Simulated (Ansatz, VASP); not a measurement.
**Two plane-wave programs on HfC**

File INCAR:

```
SYSTEM = HfC
  PREC = Accurate
  ENCUT = 520
  EDIFF = 1E-6
  ISMEAR = -1
  SIGMA = 0.05
  LREAL = .False.
  LASPH = .True.
  NELM = 60
  ALGO = Normal
  ISIF = 2
  LWAVE = .False.
  LCHARG = .True.
  LELF = .True.
  LVHAR = .True.
  NBANDS = 14
```

Contents of KPOINTS:

```
Automatic mesh
0
Gamma
  10 10 10
  0 0 0
```

Contents of POSCAR:

```
HfC
1.0
    0.0000000000      2.3705998121      2.3705998121
    2.3705998121      0.0000000000      2.3705998121
    2.3705998121      2.3705998121      0.0000000000
Hf C
1 1
Direct
    0.5000000000      0.5000000000      0.5000000000
    0.0000000000      0.0000000000      0.0000000000
```

File input.yaml:

```yaml
crystal:
  lattice:
    - [0.0, 2.3705998121, 2.3705998121]
    - [2.3705998121, 0.0, 2.3705998121]
    - [2.3705998121, 2.3705998121, 0.0]
  atoms:
    - { symbol: Hf, position: [0.5, 0.5, 0.5] }
    - { symbol: C, position: [0.0, 0.0, 0.0] }
hamiltonian:
  xc: lda
  pseudopotentials: { kind: paw }
kpoints:
  mp_grid: { grid: [10, 10, 10] }
scf:
  occupations: { method: fermi_dirac, width: 0.05 }
output:
  forces: true
  stress: true
  eigenvalues: true
```

Alike in both runs: task single point; functional LDA; k mesh 10 × 10 × 10; occupations fermi-dirac, width 0.05 eV; no spin polarisation.

|  | VASP | Ansatz |
| --- | --- | --- |
| version | VASP 6.6.1 | Ansatz 0.2.0 |
| potentials or method | VASP PAW LDA potentials, release 64 (Hf_pv, C) | Ansatz PAW |
| plane-wave cutoff (eV) | 520 | 420 |
| valence electrons in the cell | 14 | 30 |

VASP gave:

| Item | Value |
| --- | --- |
| gap on the k mesh at the Fermi level (eV) | none |
| pressure (GPa) | -22.8 |

Task: Which values does Ansatz return?

Result: gap on the k mesh at the Fermi level (eV): none; pressure (GPa): -22.9.

A gap of «none» marks a metal or a gap that the smearing closes. The two sets of potentials don't hold the same shells in valence.

Caveats: so large a pressure means that the cell lies far from this level's equilibrium, or that cutoff or potentials fall short (VASP); the PAW data sets come from PBE, with cores solved anew for the run's functional, which leaves a small shift of forces and pressure (Ansatz). The runs have no spin-orbit coupling, so splittings on Hf are missing.
